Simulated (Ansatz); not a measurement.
# Fe, A15: how the functional moves the structure

All rows: Ansatz, plane waves with scalar-relativistic PAW, 420 eV (500 eV for the SCAN forms), relaxed under each functional, no dispersion correction, no zero-point motion. B₀ comes from uniform scaling at fixed shape; a dash is a value not given.

```tsv
functional	V (Å³/atom)	cell	magnetic state	ΔE to bcc (meV/atom)
PBE	11.50	a = 4.515 Å	ferromagnetic, net 2.15 μB per atom	92
m-r²SCAN	10.93	a = 4.439 Å	ferromagnetic, net 1.99 μB per atom	92
PBEsol	10.95	a = 4.441 Å	ferromagnetic, net 2.05 μB per atom	90
LDA	10.50	a = 4.380 Å	ferromagnetic, net 1.91 μB per atom	80
revPBE	12.05	a = 4.586 Å	ferromagnetic, net 2.40 μB per atom	88
RPBE	12.26	a = 4.612 Å	ferromagnetic, net 2.48 μB per atom	83
BLYP	12.08	a = 4.589 Å	ferromagnetic, net 2.28 μB per atom	79
```

(1) What does r²SCAN give?

Results:

(1) V (Å³/atom): 11.99; cell: a = 4.577 Å; magnetic state: ferromagnetic, net 2.68 μB per atom; ΔE to bcc (meV/atom): 81.

m-r²SCAN is r²SCAN on the gauge-invariant kinetic-energy density; without spin polarisation the two are equal.
